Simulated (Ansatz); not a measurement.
TiAl under changes of volume

One of the cells (16.065 Å³/atom); the others are scaled copies at fixed shape and fractional positions:

```
Ti Al
1.0
     3.17906    0.00000    0.00000
     0.00000    3.17906    0.00000
     0.00000    0.00000    3.17906
Ti Al
1 1
Cartesian
  0.0000 0.0000 0.0000
  1.5895 1.5895 1.5895
```

The cell comes from a database or a generator and needn't be the stable form of this composition.

```yaml
Program: Ansatz 0.2.0
Functional: PBEsol
Potentials_or_basis: Ansatz PAW
Cutoff: "420 eV (not typed: the program's choice for these potentials)"
k_mesh: 8 × 8 × 8
Occupations: fermi-dirac, width 0.05 eV
Spin: no spin polarisation
```

```csv
volume (Å³/atom),energy over the lowest point (meV/atom),pressure (GPa)
15.101,9.66,5.3
15.422,2.16,2.4
15.743,0.00,-0.1
16.065,2.68,-2.4
16.386,9.74,-4.5
16.707,20.75,-6.3
17.028,?,?
```

Question: What does the run at 17.028 Å³/atom give?

Answer: Energy over the lowest point 35.31 meV/atom; pressure -8.0 GPa.

Worked out: A Birch-Murnaghan fit of order 3 (a polynomial in V^(-2/3)) to the other rows has its minimum at 15.72 Å³/atom with B0 = V·E''(V) = 119 GPa and B' = 3.9. It gives 35.35 meV/atom at 17.028 Å³/atom, against the run's 35.31, and -dE/dV = -8.1 GPa, against -8.0.

Energies are extrapolated to zero smearing.

Caveats: the PAW data sets come from PBE, with cores solved anew for the run's functional, which leaves a small shift of forces and pressure.
